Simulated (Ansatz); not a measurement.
The system is Fe.

```
Fe
1.0
    -1.44300    1.44300    1.44300
     1.44300   -1.44300    1.44300
     1.44300    1.44300   -1.44300
Fe
1
Direct
  0.00000 0.00000 0.00000
```

Base run:

| Item | Value |
| --- | --- |
| Program | Ansatz 0.2.0 |
| Functional | PBEsol |
| Potentials or basis | all-electron LAPW, scalar-relativistic |
| Cutoff | 303 eV (chosen from the basis error) |
| Basis error allowed | 0.001 eV/atom |
| k mesh | 13 × 13 × 13 |
| Occupations | fermi-dirac, width 0.05 eV |
| Spin | collinear spin, ferromagnetic start |
| Starting moments | [3.0] μB |

Its results: pressure -18.1 GPa; net moment 2.25 μB per cell; site moments Fe +2.31 μB.

Task: The run is repeated on the same cell with these changes: functional from PBEsol to PBE. What comes out?

Result: Pressure -9.8 GPa; net moment 2.24 μB per cell; site moments Fe +2.30 μB.

PBE binds less tightly than PBEsol, so the same cell stands under more pressure.

Caveats: so large a pressure means that the cell lies far from this level's equilibrium, or that cutoff or potentials fall short (some runs).
